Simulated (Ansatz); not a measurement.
## C (Fd-3m): the host for defect calculations

Aim: the runs on the perfect crystal C (Fd-3m) that a defect calculation needs first.

Program: Ansatz 0.2.0. Level of theory: plane-wave PAW DFT, PBEsol; relaxation of the host's cell and atoms; PAW set soft_1, in the first sound run; inputs show where later runs differ. Results are calculated unless marked as measured.

### Step 1. The starting structure

Symmetry: Fd-3m, No. 227, cubic system. The conventional cell has a = 3.560 Å, b = 3.560 Å, c = 3.560 Å, α = 90.00°, β = 90.00°, γ = 90.00°. Nearest to C lie 4 C at 1.54 Å.

### Step 2. Host cell relaxation

Cell and atoms are relaxed together, until forces and stress fall under their thresholds.

cell/input.yaml reads:

```yaml
crystal:
  lattice:
    - [0.0, 1.78, 1.78]
    - [1.78, 0.0, 1.78]
    - [1.78, 1.78, 0.0]
  atoms:
    - { symbol: C, position: [0.0, 0.0, 0.0] }
    - { symbol: C, position: [0.25, 0.25, 0.25] }
basis:
  ecutwfc: 420
  xc_grid: 2
hamiltonian:
  xc: pbesol
  pseudopotentials: { kind: paw, azcp: { folder: soft_1 }, xc_functional: pbe }
kpoints:
  mp_grid: { grid: [13, 13, 13] }
scf:
  occupations: { method: fixed }
  max_iter: 100
relax:
  f_tol: 0.005
  max_steps: 60
  cell: {}
output:
  forces: true
  stress: true
checkpoint:
  write: "../cell.run"
  compress: false
  write_wavefunctions: false
  write_every: 100000
```

Launch:

```sh
$ ansatz run input.yaml --threads 32 --pin off --max-ram 84787MiB --backend cuda --events-out ev --progress --plain --runs-dir out --max-vram 78GiB
```

Numbers of over 12 decimals in the logs are rounded to 6 here.

Log:

```text
[... repeated set-up lines and file paths are left out, and long positions are rounded to six places ...]
Engine: ansatz 0.2.0, aarch64-unknown-linux-gnu
Pseudopotentials: kind: paw
Pseudopotential: C, paw, valence charge 4, recommended cutoff 420 eV (normal), soft_1/C.paw.azcp
Functional definition: PBEsol
  exchange = pbesol_x
  correlation = pbesol_c
device memory: the entry about to start is reckoned to put 0.9 GiB on a device that reports 166.6 GiB free (of which the cap on the GPU budget leaves the run 78.0 GiB)
GPU FFT provider: cuFFT
GPU libraries: cuBLAS 13.8.1, cuFFT 12.4.0, cuSOLVER 12.3.2
GPU matrix products: emulated (plane waves: as basis.precision tells), large ones in fixed point in workspaces of 1.00 GiB
Crystal: 2 atoms, lattice volume = 11.280 Å³
Basis set: ecut = 420 eV, 229 PW (Γ), exchange–correlation on 36×36×36 points (8 copies of the dense FFT grid, shifted against one another)
Bands: 8, of which v1, the nominal top of the filled ones, is band 4 counted from 1 (3 counted from 0)
Symmetry: 48 space group operations
Space group: Fd-3m (ITA 227), of the structure as read, at distance tolerance 2.2e-5 Å
k-points: 84 of 2197
Non-local potential: C, projectors of the file, l = 0: 2, l = 1: 2, l = 2: 1
PAW form: soft (Blöchl's): semilocal exchange-correlation on the pseudo side does not see the compensation charge
PAW frozen core: C, regenerated for the run's functional, and the local potential with it (the file was generated under x = pbe(κ = 0.804, μ = 0.219515), c = pbe(β = 0.066725))
PAW one-centre angular grid: C, 110 points (default); XC on 64 Gauss nodes
Initial density: superposition of atomic densities (chi_scale 0.1, normalization cell)
Initial wavefunctions: pseudopotential atomic-orbital guess
GPU buffer pool allocated for 5832 grid points (all kernels)
GPU transforms: local potential and band sums: pruned to the plane-wave sphere, on 18×18×18
Functional: x = pbesol(κ = 0.804, μ = 0.123457), c = pbesol(β = 0.046)
SCF iter   1: F=—  HF=-493.910347 eV  |Δ(HF+E_count)|=         —  Δρ=1.37e-1  dr2=1.48e0  Hψ=3955
preconditioner: auto → none  [insulator: Δε(μ)=4.789 eV  Ē_g=19.710 eV  n_scr=0 (ndim 8)  ℏωp=31.3 eV  f_vac=0.000  ε∞_Penn≈3.5]
SCF iter   2: F=—  HF=-493.395735 eV  |Δ(HF+E_count)|=   5.15e-1  Δρ=5.40e-2  dr2=2.00e-1  Hψ=1827
SCF iter   3: F=—  HF=-493.336918 eV  |Δ(HF+E_count)|=   5.88e-2  Δρ=5.49e-3  dr2=1.05e-3  Hψ=1193
SCF iter   4: F=—  HF=-493.337142 eV  |Δ(HF+E_count)|=   2.24e-4  Δρ=1.81e-4  dr2=1.45e-6  Hψ=861
SCF iter   5: F=—  HF=-493.337150 eV  |Δ(HF+E_count)|=   7.96e-6  Δρ=6.15e-5  dr2=9.95e-8  Hψ=2197
SCF iter   6: F=-493.337150 eV  HF=-493.337150 eV  |Δ(HF+E_count)|=   1.17e-8  Δρ=2.82e-5  dr2=2.33e-8  Hψ=2351
SCF 1 converged in 6 iterations: F = -493.337150 eV  dr2 = 2.33e-8
  greatest PAW one-centre occupation: 0.645 electrons in one spin orbital (limit 2), on the C atom at site 1 (counted from 0), in its partial waves of l = 0
relax step   1: F+E_penalty+E_count = -493.33714996 eV  Δ(F+E_penalty+E_count) = +0.000e0 eV  max|allowed force component| = 5.551e-17 eV/Å  Δτ_max = 0.0000 Å  P = -2.377 GPa  Ω = 11.280 Å³  (6 SCF iters, dr2 threshold 1.00e-7 eV, accepted)
[... the SCF cycles and remarks between the steps are left out from here to the last step ...]
relax step   2: F+E_penalty+E_count = -493.33766194 eV  Δ(F+E_penalty+E_count) = -5.120e-4 eV  max|allowed force component| = 2.035e-16 eV/Å  Δτ_max = 0.0000 Å  P = -0.923 GPa  Ω = 11.243 Å³  energy of the carried Pulay correction = +1.377e-4 eV  (3 SCF iters, dr2 threshold 2.00e-7 eV, accepted)
relax step   3: F+E_penalty+E_count = -493.33781516 eV  Δ(F+E_penalty+E_count) = -1.532e-4 eV  max|allowed force component| = 1.850e-16 eV/Å  Δτ_max = 0.0000 Å  P = +0.004 GPa  Ω = 11.220 Å³  energy of the carried Pulay correction = +2.249e-4 eV  (3 SCF iters, dr2 threshold 2.00e-7 eV, accepted)
Initial wavefunctions: pseudopotential atomic-orbital guess (no wavefunctions were taken with the density)
iter 1 solved again at ethr=4.31e-9 eV; its pass at ethr=3.10e-3 eV (dr2=3.44e-7 eV) is discarded
SCF iter   1: F=—  HF=-493.337539 eV  |Δ(HF+E_count)|=         —  Δρ=4.39e-5  dr2=3.85e-8  Hψ=5929
SCF iter   2: F=—  HF=-493.337539 eV  |Δ(HF+E_count)|=   1.60e-7  Δρ=2.14e-5  dr2=8.99e-9  Hψ=672
SCF iter   3: F=-493.337539 eV  HF=-493.337539 eV  |Δ(HF+E_count)|=   7.67e-9  Δρ=7.53e-7  dr2=1.05e-11  Hψ=4465
SCF 4 converged in 3 iterations: F = -493.337539 eV  dr2 = 1.05e-11
relax step   4: F+E_penalty+E_count = -493.33753890 eV  Δ(F+E_penalty+E_count) = +2.763e-4 eV  max|allowed force component| = 1.850e-16 eV/Å  Δτ_max = 0.0000 Å  P = -0.037 GPa  Ω = 11.220 Å³  stress off target by 3.67e-2 GPa  SCF on the basis re-selected at this cell (its energy is not comparable with the rows above)  (3 SCF iters)
basis re-selected at this cell: Δ(F+E_penalty+E_count) = +2.763e-4 eV, ΔP = -0.041 GPa vs the last step (what re-selecting the basis moved, of the pressure what is left beyond the Pulay correction that the steps carried, after the strain that the cell walked [...]
SCF converged after 3 iterations
Free energy (F): -493.337539 eV
Harris-Foulkes:  -493.337539 eV  (|F-HF|=1.78e-11)
Internal energy: -493.337539 eV  (E = F + TS)
E sigma→0 (E₀):  -493.337539 eV
Fermi energy:    13.519023 eV
--- Per-component energies (eV) ---
  E_band       = 35.555615
  E_kinetic    = 179.946822
  E_local      = -108.839364  (includes V_loc(G=0)·N_el)
  E_nonlocal   = 45.992666
  E_hartree    = 25.852311
  E_xc         = -94.945396
  E_vxc        = -117.630383  (∫ρ·V_xc dr)
  E_paw        = -192.154728  (= ΣΔE_a)
  E_vpaw       = -15.618779  (= ΣTr[D̂ρ^β])
  E_aug_tail   = 0.000041  (compensation charges beyond the density's cutoff)
  E_ewald      = -349.232090
  E_core_change = 0.042201  (= ΣΔE_core)
  E_smearing   = -0.000000  (= −TS)
  E_closure    = -0.000000  (closes the sum)
  Σ components = -493.337539   (vs F -493.337539, Δ=0.00e0)
--- Forces (eV/Å), atoms counted from 1 ---
  atom   1  C     -0.00000000    -0.00000000    -0.00000000
  atom   2  C      0.00000000     0.00000000     0.00000000
  max |Σ_I F_I| component: 7.40e-17 eV/Å
--- Stress (GPa, compression-positive) ---
       -0.036675       0.000000       0.000000
        0.000000      -0.036675      -0.000000
        0.000000      -0.000000      -0.036675
  P = ⅓ Tr σ = -0.0367 GPa (-0.367 kbar)
--- Band table (eV; the first three rows and the last of 84) ---
  k-point 0: bands = ["-8.1592", "13.5190", "13.5190", "13.5190", "19.0883", "19.0883", "19.0883", "27.0547"]
  k-point 1: bands = ["-7.9935", "12.4366", "13.2340", "13.2340", "19.4599", "19.4599", "19.7307", "27.1813"]
  [... further k-points left out ...]
--- Relaxed structure (3 steps of the walk, 3 accepted, 1 SCFs on fresh bases) ---
  F+E_penalty+E_count = -493.33753890 eV   max|allowed force component| = 1.850e-16 eV/Å   (the final SCF, on the basis selected at the relaxed cell)
  cell:  # Å, volume = 11.2203 Å³
    - [0, 1.776881, 1.776881]
    - [1.776881, 0, 1.776881]
    - [1.776881, 1.776881, 0]
  atoms:
    - { symbol: C, position: [0, 0, 0] }
    - { symbol: C, position: [0.25, 0.25, 0.25] }
```

Elapsed: 2.1 s, on 1 × NVIDIA GB200 with 32 threads of Arm Neoverse V2, shared host; peak memory 0.9 GiB; 3.8 s of CPU time.

Step by step:

```csv
step,energy less that of the first step (eV),largest force component (eV/Å),pressure (GPa),volume (Å³)
1,0.0000,0.0000,-2.38,11.28
2,-0.0005,0.0000,-0.92,11.24
3,-0.0007,0.0000,0.00,11.22
4*,-0.0004,0.0000,-0.04,11.22
```

Relaxation steps marked * repeat the geometry before them on a plane-wave basis chosen anew for their cell, so energy and pressure can jump there.

The run keeps the 48 symmetry operations that it works with, so distortions that break them were not tested.

```csv
"conventional cell, symmetrised",before,after,change
a (Å),3.560,3.554,-0.2 %
b (Å),3.560,3.554,-0.2 %
c (Å),3.560,3.554,-0.2 %
volume (Å³/atom),5.64,5.61,-0.5 %
```

Final coordinates:

```xyz
2
Lattice="0.0000 1.7769 1.7769 1.7769 0.0000 1.7769 1.7769 1.7769 0.0000" Properties=species:S:1:pos:R:3 pbc="T T T"
C     0.0000    0.0000    0.0000
C     0.8884    0.8884    0.8884
```

Numbers from this step:

```
pressure : -0.03667 GPa
```

The cell shrank by 0.5 % in volume.

### Step 3. Dielectric tensors of the host

The response to a uniform electric field gives the electronic dielectric tensor.

This step: plane-wave PAW DFPT, PBEsol; dielectric tensors, Born charges and zone-centre modes of the host; PAW set soft_1 (Ansatz 0.2.0).

eps/input.yaml reads:

```yaml
crystal:
  lattice:
    - [0.0, 1.7768809742, 1.7768809742]
    - [1.7768809742, 0.0, 1.7768809742]
    - [1.7768809742, 1.7768809742, 0.0]
  atoms:
    - { symbol: C, position: [0.0, 0.0, 0.0] }
    - { symbol: C, position: [0.25, 0.25, 0.25] }
basis:
  ecutwfc: 420
hamiltonian:
  xc: pbesol
  pseudopotentials: { kind: paw, azcp: { folder: soft_1 }, xc_functional: pbe }
kpoints:
  mp_grid: { grid: [11, 11, 11] }
scf:
  occupations: { method: fixed }
  max_iter: 100
phonons:
  method: dfpt
  dielectric: true
  rigid_motions: translations
```

Log:

```text
[...]
GPU FFT provider: cuFFT
GPU libraries: cuBLAS 13.8.1, cuFFT 12.4.0, cuSOLVER 12.3.2
[...]
Crystal: 2 atoms, lattice volume = 11.220 Å³
Basis set: ecut = 420 eV, 229 PW (Γ), exchange–correlation on 40×40×40 points (8 copies of the dense FFT grid, shifted against one another)
Bands: 8, of which v1, the nominal top of the filled ones, is band 4 counted from 1 (3 counted from 0)
[... 1 set-up line as in the run before ...]
k-points: 216 of 1331 (irreducible under 4 space group operations, time reversal used)
[...]
GPU buffer pool allocated for 8000 grid points (all kernels)
[...]
SCF iter   1: F=—  HF=-493.919512 eV  |Δ(HF+E_count)|=         —  Δρ=1.39e-1  dr2=1.50e0  Hψ=10286
[...]
SCF iter   8: F=-493.337531 eV  HF=-493.337531 eV  |Δ(HF+E_count)|=  7.03e-10  Δρ=1.51e-6  dr2=6.89e-11  Hψ=9972
SCF 1 converged in 8 iterations: F = -493.337531 eV  dr2 = 6.89e-11
[...]
the response reads at least the filled bands of the reference SCF and the lowest empty band at each k-point, and that SCF's band table does not vouch for those bands. The notice of the band table in this run's record says why
NSCF: frozen V_eff on 1 k-points
[...]
DFPT response loops at Γ: preconditioner auto → none (the input reference at scf.mixing.eps_inf says where Resta's filter doesn't serve); β = 0.50; Broyden in place of MSR1
── the response to a field inside a basis, on 12×12×12 k-points: an SCF that follows is theirs, and a resumed run solves both again ──
Bands: 5, of which v1, the nominal top of the filled ones, is band 4 counted from 1 (3 counted from 0)
k-points: 182 of 1728 (irreducible under 12 space group operations)
[...]
Eigensolver: Dense (182 Hₖ)
SCF iter   1: F=—  HF=-493.339659 eV  |Δ(HF+E_count)|=         —  Δρ=4.05e-4  dr2=2.31e-6
[...]
SCF iter   3: F=-493.339662 eV  HF=-493.339662 eV  |Δ(HF+E_count)|=   8.58e-7  Δρ=7.51e-6  dr2=9.28e-10
SCF 1 converged in 3 iterations: F = -493.339662 eV  dr2 = 9.28e-10
[...]
SCF converged after 8 iterations
Free energy (F): -493.337531 eV
[...]
Internal energy: -493.337531 eV  (E = F + TS)
E sigma→0 (E₀):  -493.337531 eV
Fermi energy:    13.519043 eV
[...]
--- Band table (eV; the first three rows and the last of 216) ---
[...]
[... further k-points left out ...]
--- Phonons (Γ-DFPT): 1 representative perturbation + reference, on 216 of 1331 k-points (Σ response iterations 5) ---
  k mesh reduced under 4 symmetry operations, with k and −k counted as one. Each operation leaves every solved perturbation unchanged. A smaller set is not considered because the run solves the response to a homogeneous field
  ASR residual: 3.560e-4 → 0.000e0 eV/Å²; symmetrization residual: 4.974e-14 eV/Å²
  ASR residual per site (eV/Å²): 3.56e-4 3.56e-4
  Γ frequencies (cm⁻¹): 0.00 0.00 0.00 1305.22 1305.22 1305.22
  ε∞ (high-frequency dielectric tensor):
        5.867814     0.000000    -0.000000
        0.000000     5.867814    -0.000000
       -0.000000    -0.000000     5.867814
  ε⁰ (static dielectric tensor: ions relaxed, cell fixed):
        5.867814     0.000000    -0.000000
        0.000000     5.867814    -0.000000
       -0.000000    -0.000000     5.867814
  ε⁰ − ε∞ (ionic part):
        0.000000    -0.000000    -0.000000
       -0.000000     0.000000    -0.000000
       -0.000000    -0.000000     0.000000
  softest optical mode at Γ: 1305.22 cm⁻¹; the repairs (sum rule, projections) moved no ω² at Γ by more than (2.84 cm⁻¹)²
  Born effective charges Z* (e; rows j = field, columns β = displacement):
    site 0:
         0.00000   -0.00000   -0.00000
        -0.00000    0.00000   -0.00000
         0.00000    0.00000    0.00000
    site 1:
         0.00000    0.00000    0.00000
         0.00000   -0.00000    0.00000
        -0.00000   -0.00000   -0.00000
  Z* charge neutrality: 4.728e-4 e pre-enforcement
  solved inside a basis spanned on kpoints, on 12×12×12 k-points, its susceptibility summed on 16×16×16: ε∞ is read to err by 1.6e-2, Z* by 4.4e-3 e (field_mesh: kpoints solves on kpoints)
  optical modes at Γ without the LO–TO term, one row a degenerate level:
      ω (cm⁻¹)  modes    IR ((D/Å)²/amu)
       1305.22      3             0.0000
  optical modes at Γ + LO–TO along q̂ = [1.0000, 0.0000, 0.0000]:
      ω (cm⁻¹)  modes    IR ((D/Å)²/amu)
       1305.22      3             0.0000
  optical modes at Γ + LO–TO along q̂ = [0.0000, 1.0000, 0.0000]:
      ω (cm⁻¹)  modes    IR ((D/Å)²/amu)
       1305.22      3             0.0000
  optical modes at Γ + LO–TO along q̂ = [0.0000, 0.0000, 1.0000]:
      ω (cm⁻¹)  modes    IR ((D/Å)²/amu)
       1305.22      3             0.0000
```

Run time: 6 s. Hardware: 1 × NVIDIA GB200 with 32 threads; peak memory 1.2 GiB; 30 s of CPU time.

Electronic dielectric tensor:

```
5.87 0.00 0.00
0.00 5.87 0.00
0.00 0.00 5.87
```

Static dielectric tensor:

```
5.87 0.00 0.00
0.00 5.87 0.00
0.00 0.00 5.87
```

The electronic dielectric tensor is isotropic, 5.87. The static dielectric tensor is isotropic, 5.87.

### Step 4. Results

* primitive cell vectors, lengths: 2.513, 2.513, 2.513 Å
* electronic dielectric constant: 5.87
* static dielectric constant: 5.87
* gap on the k-mesh of the response run (PBEsol): 4.03 eV

**Reading.** The k-mesh can miss the band edges, so this gap is an upper bound at this level. All at zero temperature.

[Logs are printed without paths, hosts, clocks, repeated set-up lines and the standing remarks that a program may print on its own settings, such as how far it seeks lower states.]

[Hosts, paths, dates, database ids (printed as entryN), source tags and the programs' standing remarks are cut or masked in the printed files.]

[Runs of the host that timed out are not shown.]

[For some hosts the program warned that the k-mesh of the response run may be too coarse for force constants and the static dielectric constant; such warnings are not always shown.]
